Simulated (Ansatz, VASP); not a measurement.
Ca: VASP beside Ansatz

The input INCAR:

```
PREC = Accurate
ENCUT = 520
EDIFF = 1E-8
ISMEAR = -1
SIGMA = 0.03
LREAL = F
LASPH = T
NELM = 100
ALGO = Normal
ISIF = 2
LWAVE = F
LCHARG = F
GGA = PE
LEFG = T
NBANDS = 28
```

Contents of KPOINTS:

```
regular mesh
0
Gamma
  7 7 5
```

The input POSCAR:

```
Ca
1.0
    3.4629657000     -3.6694915100      0.0000000000
    3.4629657000      3.6694915100      0.0000000000
    0.0000000000      0.0000000000      7.0091196500
Ca
4
Direct
    0.1617894600      0.8382105400      0.1965141100
    0.8382105400      0.1617894600      0.8034858900
    0.3382105400      0.6617894600      0.6965141100
    0.6617894600      0.3382105400      0.3034858900
```

Input for Ansatz:

```yaml
crystal:
  lattice:
    - [3.4629657, -3.66949151, 0.0]
    - [3.4629657, 3.66949151, 0.0]
    - [0.0, 0.0, 7.00911965]
  atoms:
    - { symbol: Ca, position: [0.16178946, 0.83821054, 0.19651411] }
    - { symbol: Ca, position: [0.83821054, 0.16178946, 0.80348589] }
    - { symbol: Ca, position: [0.33821054, 0.66178946, 0.69651411] }
    - { symbol: Ca, position: [0.66178946, 0.33821054, 0.30348589] }
kpoints:
  mp_grid: { grid: [7, 7, 5] }
  band_path:
    path:
      - [0.0, 0.0, 0.0]
      - [-0.5, 0.5, 0.0]
      - [-0.4726509816, 0.5273490184, 0.0]
      - [0.4726509816, 0.4726509816, 0.0]
      - [0.0, 0.0, 0.0]
      - [0.0, 0.0, 0.5]
      - [0.4726509816, 0.4726509816, 0.5]
      - [-0.4726509816, 0.5273490184, 0.5]
      - [-0.5, 0.5, 0.5]
    npoints: 8
scf:
  occupations: { method: fermi_dirac, width: 0.03 }
hamiltonian:
  xc: pbe
  pseudopotentials: { kind: all_electron, datasets: crystal }
output:
  forces: true
  stress: true
  eigenvalues: true
  efg: { contact_densities: true }
```

Alike in both runs: task electric field gradients; functional PBE; k mesh 7 × 7 × 5; occupations fermi-dirac, width 0.03 eV; no spin polarisation.

|  | VASP | Ansatz |
| --- | --- | --- |
| version | VASP 6.6.1 | Ansatz 0.2.0 |
| potentials or method | VASP PAW PBE potentials, release 64 (Ca_sv) | all-electron PAW with datasets made for the crystal, scalar-relativistic |
| plane-wave cutoff (eV) | 520 | see its input |

|  | VASP | Ansatz | Ansatz less VASP |
| --- | --- | --- | --- |
| pressure (GPa) | -0.2 | -0.2 | -0.01 |
| largest component of the traceless stress (GPa) | 0.13 | 0.13 | +0.002 |
| rms of the force components (eV/Å) | 0.020 | 0.020 | +0.0002 |
| Vzz of the field gradient on the site that differs most (V/Å²) | -3.3 | -3.2 | +0.11 |

Atom by atom the forces differ by 0.000 eV/Å (rms over components). Ansatz ran all-electron here, so the differences hold the error of VASP's frozen core and of both bases.
